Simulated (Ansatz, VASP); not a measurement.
## Two plane-wave programs on TiAl3

Contents of INCAR:

```
SYSTEM = TiAl3
ALGO = Normal ; EDIFF = 1E-7
ENCUT = 520 ; GGA = PS
ISIF = 2 ; ISMEAR = -1
LASPH = .True. ; LCHARG = .False.
LREAL = .False. ; LWAVE = .False.
NBANDS = 18 ; NELM = 80
PREC = Accurate ; SIGMA = 0.05
```

File KPOINTS:

```
k-points
0
Gamma
  9 6 6
  0 0 0
```

The input POSCAR:

```
TiAl3
1.0
    2.8584833560      0.0000000000      0.0000000000
    0.0000000000      4.7122666518      0.0000000000
    0.0000000000      0.0000000000      4.9331981909
Ti Al
1 3
Direct
    0.0000000000      0.5000000000      0.1659160000
    0.0000000000      0.0000000000      0.8359000000
    0.5000000000      0.0000000000      0.3309120000
    0.5000000000      0.5000000000      0.6672710000
```

Contents of input.yaml:

```yaml
crystal:
  lattice:
    - [2.858483356, 0.0, 0.0]
    - [0.0, 4.7122666518, 0.0]
    - [0.0, 0.0, 4.9331981909]
  atoms:
    - { symbol: Ti, position: [0.0, 0.5, 0.165916] }
    - { symbol: Al, position: [0.0, 0.0, 0.8359] }
    - { symbol: Al, position: [0.5, 0.0, 0.330912] }
    - { symbol: Al, position: [0.5, 0.5, 0.667271] }
hamiltonian:
  xc: pbesol
  pseudopotentials: { kind: paw }
kpoints:
  mp_grid: { grid: [9, 6, 6] }
scf:
  occupations: { method: fermi_dirac, width: 0.05 }
output:
  forces: true
  stress: true
  eigenvalues: true
  write_density: true
  write_potential: true
  elf: true
  volumetric_format: npy
```

Change from the starting cell: volume scaled by 1.02.

Alike in both runs: task single point; functional PBEsol; k mesh 9 × 6 × 6; occupations fermi-dirac, width 0.05 eV; no spin polarisation.

|  | VASP | Ansatz |
| --- | --- | --- |
| version | VASP 6.6.1 | Ansatz 0.2.0 |
| potentials or method | VASP PAW PBE potentials, release 64 (Ti_sv, Al) | Ansatz PAW |
| plane-wave cutoff (eV) | 520 | 420 |
| valence electrons in the cell | 21 | 21 |

Ansatz gave:

* gap on the k mesh at the Fermi level (eV): none
* pressure (GPa): -4.2
* largest component of the traceless stress (GPa): 1.98
* rms of the force components (eV/Å): 0.021

Question: Which values does VASP return?

Answer: gap on the k mesh at the Fermi level (eV): none; pressure (GPa): -4.1; largest component of the traceless stress (GPa): 1.99; rms of the force components (eV/Å): 0.021.

Atom by atom the forces differ by 0.001 eV/Å (rms over components). A gap of «none» marks a metal or a gap that the smearing closes.

Caveats: the PAW data sets were made with another functional, which shifts forces and pressure a little (VASP); the PAW data sets come from PBE, with cores solved anew for the run's functional, which leaves a small shift of forces and pressure (Ansatz).
